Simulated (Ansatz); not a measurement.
## Generalised stacking fault in Al

Theory: DFT PBE+D3(BJ), scalar-relativistic, plane waves, PAW (Ansatz). The runs took a 420 eV cutoff, a Γ-centred 15×21×6 mesh and Gaussian smearing (0.15 eV). No spin polarisation. Energies are free energies at this smearing, counted from the undisturbed cell; pressure is positive in compression.

Reference structure (relaxed at this level):

```
CELL_PARAMETERS angstrom
3.98273 0.00000 0.00000
0.00000 1.99136 -1.99136
0.00000 7.96545 7.96545
ATOMIC_POSITIONS crystal
Al 0.00000 0.00000 0.93750
Al 0.50000 0.50000 0.06250
Al 0.00000 0.00000 0.18750
Al 0.50000 0.50000 0.31250
Al 0.00000 0.00000 0.43750
Al 0.50000 0.50000 0.56250
Al 0.00000 0.00000 0.68750
Al 0.50000 0.50000 0.81250
```

The cut lies on the cell's a–b face, a (0 1 1) plane (indices in the standard cell, whose axes needn't be the Cartesian ones shown) of area 11.22 Å², between layers 1.41 Å apart. Vector c is tilted by f times 0·a + 1·b (length 2.816 Å) with the atoms' Cartesian places fixed: one unrelaxed fault a cell. The cell is metallic on the mesh throughout.

| f | γ (mJ/m²) |
| --- | --- |
| 0.0000 | 0 |
| 0.1000 | 75 |
| 0.2000 | 283 |
| 0.3000 | 549 |
| 0.4000 | 768 |
| 0.5000 | 853 |

(1) Predict the shear traction, the slope of γ along the slip (GPa) at each point.

Answers

(1)
```csv
f,"shear traction, the slope of γ along the slip (GPa)"
0.0000,0.0
0.1000,5.3
0.2000,9.0
0.3000,9.2
0.4000,5.8
0.5000,0.0
```

Cost: 6 runs of about 3.3 core-minutes in all, on Intel Xeon 6975P-C (Granite Rapids) (shared hosts).